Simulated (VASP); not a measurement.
BeTe, 2 atoms in the cell. It takes space group F-43m (No. 216, cubic). Conventional cell: a = 5.562 Å, b = 5.562 Å, c = 5.562 Å, α = 90.00°, β = 90.00°, γ = 90.00°. Be (site symmetry -43m) is surrounded by 4 Te at 2.41 Å. Te (site symmetry -43m) has 4 Be at 2.41 Å as nearest neighbours. 

| Quantity | Value |
| --- | --- |
| Program | VASP 6.6.1 |
| Task | relaxation of cell and atoms |
| Functional | LDA |
| Potentials or basis | VASP PAW LDA potentials, release 64 (Be, Te) |
| Cutoff | 600 eV |
| k mesh | 8 × 8 × 8 |
| Occupations | gaussian, width 0.03 eV |
| Spin | no spin polarisation |
| Further INCAR settings | ALGO = Normal; EDIFF = 1e-07; IBRION = 2; EDIFFG = -0.005; NSW = 90; ISIF = 3 |

Potentials or basis: VASP PAW LDA potentials, release 64 (Be, Te).

Command:

```sh
$ cat potpaw_LDA.64/Be/POTCAR potpaw_LDA.64/Te/POTCAR > POTCAR
$ mpirun -np 1 vasp_std > vasp.out
```

Hardware: 1 thread of Intel(R) Xeon(R) Platinum 8375C CPU @ 2.90GHz (Ice Lake), with other jobs on the host.

Problem. Estimate the wall time of this run.

Solution. Run time: 7.4 s on 1 thread of Intel(R) Xeon(R) Platinum 8375C CPU @ 2.90GHz (Ice Lake), on a shared host, peak memory 0.16 GiB. Counts: scf iterations 11, k points 29, ion steps 1.
